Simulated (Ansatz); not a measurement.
SiO2:

```
Si O
1.0
    -2.83790    2.83790    5.66021
     2.83790   -2.83790    5.66021
     2.83790    2.83790   -5.66021
Si O
4 8
Direct
  0.87500 0.26362 0.88862
  0.01362 0.62500 0.88862
  0.73638 0.12500 0.11138
  0.37500 0.98638 0.11138
  0.63373 0.13373 0.50000
  0.46788 0.96788 0.93575
  0.03212 0.53212 0.06425
  0.11627 0.11627 0.00000
  0.88373 0.88373 0.00000
  0.86627 0.36627 0.50000
  0.28212 0.71788 0.00000
  0.71788 0.28212 0.00000
```

The cell comes from a database or a generator and needn't be the stable form of this composition.

Base run:

- Program: Ansatz 0.2.0
- Functional: PBE
- Potentials or basis: Ansatz PAW
- Cutoff: 800 eV
- Density cutoff: 3200 eV
- k mesh: 7 × 7 × 7
- Occupations: fermi-dirac, width 0.05 eV
- Spin: no spin polarisation

Its results: band gap on the k mesh 4.84 eV, direct; pressure -0.1 GPa; largest force 0.011 eV/Å.

The run is repeated on the same cell with these changes: functional from PBE to PBEsol; cutoff from 800 eV to 420 eV (not typed: the program's choice for these potentials). What comes out?

Band gap on the k mesh 4.82 eV, direct; pressure -2.3 GPa; largest force 0.191 eV/Å.

PBEsol binds more tightly than PBE, so the same cell stands under less pressure.

Caveats: odd divisions of the mesh miss points on the zone boundary, where band edges often lie, so the gap on the mesh can be too wide (some runs); the PAW data sets come from PBE, with cores solved anew for the run's functional, which leaves a small shift of forces and pressure (some runs).
